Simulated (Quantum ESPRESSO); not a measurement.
TePb, 2 atoms in the cell. Symmetry: Fm-3m, No. 225, cubic system. The conventional cell has a = 6.462 Å, b = 6.462 Å, c = 6.462 Å, α = 90.00°, β = 90.00°, γ = 90.00°. Pb (site symmetry m-3m) has 6 Te at 3.23 Å as nearest neighbours. Te (site symmetry m-3m) has 6 Pb at 3.23 Å as nearest neighbours. 

| Property | Result |
| --- | --- |
| Program | Quantum ESPRESSO 7.5 |
| Task | phonons |
| Functional | PBE |
| Potentials or basis | GBRV 1.5 PBE |
| Cutoff | 612 eV |
| Density cutoff | 4898 eV |
| k mesh | 2 × 2 × 2, shifted |
| Occupations | fermi-dirac, width 0.05 eV |
| Spin | no spin polarisation |
| Mixing beta | 0.5 |
| Most SCF iterations | 120 |
| SCF threshold | 4e-10 Ry |

Potentials or basis: GBRV 1.5 PBE.

Launch:

```sh
$ OMP_NUM_THREADS=1 pw.x -in pw.in > pw.out
$ OMP_NUM_THREADS=1 pw.x -in relax.in > relax.out
$ OMP_NUM_THREADS=1 pw.x -in scf2.in > scf2.out
$ OMP_NUM_THREADS=1 ph.x -in ph.in > ph.out
```

Hardware: 1 thread of Intel(R) Xeon(R) 6975P-C (Granite Rapids), with other jobs on the host.

Problem. Estimate the wall time of this run.

Solution. It took 2.4 min on 1 thread of Intel(R) Xeon(R) 6975P-C (Granite Rapids) (shared host), peak memory 0.22 GiB. Counts: scf iterations 41, k pools 1, bands 16, ion steps 4, k points 2, g dense 52345.
